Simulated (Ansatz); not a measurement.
BaSnO3 (cubic perovskite)

```
CELL_PARAMETERS angstrom
      4.17621     0.00000     0.00000
      0.00000     4.17621     0.00000
      0.00000     0.00000     4.17621
ATOMIC_POSITIONS crystal
  Ba 0.00000 0.00000 0.00000
  Sn 0.50000 0.50000 0.50000
  O  0.00000 0.50000 0.50000
  O  0.50000 0.50000 0.00000
  O  0.50000 0.00000 0.50000
```

The relaxed cell is deformed in two ways at once: its volume V is scaled, and at that volume it is stretched along z (the c axis of the conventional cell) so that c/a changes. Fractional atomic positions are held.

These are PBE (plane waves to 420 eV, PAW, scalar-relativistic; Ansatz, a program for electronic structure) values and carry that method's errors. k mesh 8×8×8 (Γ-centred), Fermi-Dirac smearing 0.05 eV. Stress and pressure are positive under compression. BaSnO3 was relaxed with its symmetry unable to fall. The PAW data are Ansatz's earlier set. 

| σzz (GPa) | V/V₀ = 0.960 | V/V₀ = 0.980 | V/V₀ = 1.000 | V/V₀ = 1.020 | V/V₀ = 1.040 |
|---|---|---|---|---|---|
| (c/a)/(c/a)₀ = 0.920 | ___ | 16.3 | 12.4 | 9.0 | 5.9 |
| (c/a)/(c/a)₀ = 0.960 | 12.4 | 8.7 | 5.4 | ___ | -0.1 |
| (c/a)/(c/a)₀ = 1.000 | 6.1 | 2.8 | 0.0 | ___ | ___ |
| (c/a)/(c/a)₀ = 1.040 | 1.2 | -1.6 | -4.0 | -6.2 | -8.0 |
| (c/a)/(c/a)₀ = 1.080 | ___ | -4.9 | -7.0 | -8.9 | ___ |

**Question.** Some entries are withheld; supply them.

**Answer.** 
- (c/a)/(c/a)₀ = 0.920, V/V₀ = 0.960: 20.6
- (c/a)/(c/a)₀ = 0.960, V/V₀ = 1.020: 2.4
- (c/a)/(c/a)₀ = 1.000, V/V₀ = 1.020: -2.5
- (c/a)/(c/a)₀ = 1.000, V/V₀ = 1.040: -4.7
- (c/a)/(c/a)₀ = 1.080, V/V₀ = 0.960: -2.5
- (c/a)/(c/a)₀ = 1.080, V/V₀ = 1.040: -10.5

(Under strain, the slope of the energy per volume gives the stress and its curvature an elastic modulus.)
